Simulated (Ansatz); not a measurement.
## Density of states of Sn

```cif
data_structure
_symmetry_space_group_name_H-M 'Immm'
_symmetry_Int_Tables_number 71
_cell_length_a 3.3824
_cell_length_b 3.9093
_cell_length_c 4.2157
_cell_angle_alpha 90.000
_cell_angle_beta 90.000
_cell_angle_gamma 90.000
_cell_volume 55.74
loop_
_atom_site_label
_atom_site_type_symbol
_atom_site_symmetry_multiplicity
_atom_site_Wyckoff_symbol
_atom_site_fract_x
_atom_site_fract_y
_atom_site_fract_z
_atom_site_occupancy
Sn1 Sn 2 a 0.00000 0.00000 0.00000 1
```

The runs use the primitive cell with vectors (-1.691, 1.955, 2.108), (1.691, -1.955, 2.108), (1.691, 1.955, -2.108) Å, to which the k mesh refers.

It takes space group Immm (No. 71, orthorhombic). The conventional cell has a = 3.382 Å, b = 3.909 Å, c = 4.216 Å, α = 90.00°, β = 90.00°, γ = 90.00°. Around Sn (site symmetry mmm) lie 10 Sn at 3.34 to 3.38 Å.

Structure from Materials Project entry mp-1056308 (possibly hypothetical), not relaxed further.

No spin–orbit coupling, which matters for the heavy atoms here.

Level of theory: Ansatz 0.2.0, DFT, LDA, all-electron LAPW, scalar-relativistic.

Sampling and basis: a Γ-centred 13×13×13 k mesh, Fermi–Dirac smearing of 0.08 eV, basis error target 0.25 meV/atom, no spin polarisation.

States per eV and cell, averaged over 0.4 eV, from -9.8 to 2.8 eV, with energies (bin centres) from the Fermi level; empty bins are left out. 

| E (eV) | total |
| --- | --- |
| -9.7 | 0.21 |
| -9.3 | 0.24 |
| -8.9 | 0.27 |
| -8.5 | 0.30 |
| -8.1 | 0.33 |
| -7.7 | 0.37 |
| -7.3 | 0.45 |
| -6.9 | 0.46 |
| -6.5 | 0.47 |
| -6.1 | 0.53 |
| -5.7 | 0.52 |
| -5.3 | 0.29 |
| -4.9 | 0.12 |
| -4.5 | 0.08 |
| -4.1 | 0.12 |
| -3.7 | 0.22 |
| -3.3 | 0.36 |
| -2.9 | 0.54 |
| -2.5 | 0.67 |
| -2.1 | 0.54 |
| -1.7 | 0.54 |
| -1.3 | 0.49 |
| -0.9 | 0.55 |
| -0.5 | 0.57 |
| -0.1 | 0.57 |
| 0.3 | 0.57 |
| 0.7 | 0.58 |
| 1.1 | 0.60 |
| 1.5 | 0.62 |
| 1.9 | 0.65 |
| 2.3 | 0.69 |
| 2.7 | 0.68 |
